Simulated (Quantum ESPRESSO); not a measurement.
Crystal: N.

```
CELL_PARAMETERS angstrom
4.16723 0.00000 0.00000
-2.08362 3.60893 0.00000
0.00000 0.00000 7.00600
ATOMIC_POSITIONS crystal
N 0.66667 0.33333 0.67107
N 0.66667 0.33333 0.82893
N 0.33333 0.66667 0.17107
N 0.33333 0.66667 0.32893
```

* Program: Quantum ESPRESSO 7.5
* Task: single point
* Functional: PBE
* Potentials or basis: SSSP 1.3 efficiency PBE
* Cutoff: 816 eV
* Density cutoff: 6531 eV
* k mesh: 7 × 7 × 4
* Occupations: fermi-dirac, width 0.05 eV
* Spin: no spin polarisation

On this cell: pressure 0.0 GPa; largest force 0.122 eV/Å; band gap on the k mesh 7.04 eV, indirect (least direct gap 7.32 eV).

The same run follows on a disturbed copy (atoms moved at random, drawn with an rms of 0.05 Å):

```
CELL_PARAMETERS angstrom
4.16723 0.00000 0.00000
-2.08362 3.60893 0.00000
0.00000 0.00000 7.00600
ATOMIC_POSITIONS crystal
N 0.66138 0.32879 0.66644
N 0.67056 0.32840 0.82693
N 0.34034 0.67106 0.16933
N 0.32714 0.64640 0.32778
```

Q: What changes?

A: The energy moves by +8.3 meV/atom; pressure -2.1 GPa; largest force 2.721 eV/Å; band gap on the k mesh 6.88 eV, indirect (least direct gap 7.16 eV).

Forces on the atoms (eV/Å):
```
N    0.098 -0.013  2.719
N   -0.095  0.011 -2.715
N   -0.001 -0.100  1.211
N   -0.001  0.102 -1.215
```

Stress tensor (GPa, compression positive):
```
 0.09 -0.01 -0.14
-0.01  0.07  0.14
-0.14  0.14 -6.54
```

Caveats: an odd mesh through Γ misses points on the zone boundary, where band edges often lie.
